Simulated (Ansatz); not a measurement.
# TaN: the cost of one run

Method: DFT PBEsol, scalar-relativistic, in Ansatz 0.2.0.

**1. Starting point**

It takes space group Fm-3m (No. 225, cubic). Conventional cell: a = 4.358 Å, b = 4.358 Å, c = 4.358 Å, α = 90.00°, β = 90.00°, γ = 90.00°. Ta (site symmetry m-3m) has 6 N at 2.18 Å as nearest neighbours. N (site symmetry m-3m) is surrounded by 6 Ta at 2.18 Å.

As a file:

```xyz
2
Lattice="0.0000 2.1790 2.1790 2.1790 0.0000 2.1790 2.1790 2.1790 0.0000" Properties=species:S:1:pos:R:3 pbc="T T T"
Ta    2.1790    2.1790    2.1790
N     0.0000    0.0000    0.0000
```

Atoms are numbered in the order of the input: Ta1, N2.

**2. The deformed structure**

Space group Fm-3m before, R-3m after.

**3. All-electron LAPW**

Contents of input.yaml:

```yaml
crystal:
  lattice:
    - [-0.04358, 2.15721, 2.15721]
    - [2.15721, -0.04358, 2.15721]
    - [2.15721, 2.15721, -0.04358]
  atoms:
    - { symbol: Ta, position: [0.5, 0.5, 0.5] }
    - { symbol: "N", position: [0.0, 0.0, 0.0] }
kpoints:
  mp_grid: { grid: [9, 9, 9] }
  band_path:
    path:
      - [0.0, 0.0, 0.0]
      - [0.5, 0.5, 0.5]
      - [0.2551801333, 0.5, 0.7448198667]
      - [-0.2551801333, 0.2551801333, 0.5]
      - [0.0, 0.0, 0.5]
      - [0.0, 0.0, 0.0]
      - [-0.3775900666, 0.0, 0.3775900666]
      - [0.0, 0.3775900666, 0.6224099334]
      - [0.0, 0.5, 0.5]
    npoints: 5
scf:
  occupations: { method: fermi_dirac, width: 0.02 }
hamiltonian:
  xc: pbesol
  pseudopotentials: { kind: all_electron, lapw: { basis_error: 0.0005 } }
output:
  forces: true
  stress: true
  eigenvalues: true
```

Started as:

```console
> ansatz run input.yaml --threads 1 --pin off --max-ram 3072MiB --backend cpu --events-out ev --progress --plain --runs-dir out
```

What time and memory should one allow on 1 thread of Arm Neoverse V2, shared host?

About 28 s, with a peak of 0.47 GiB.
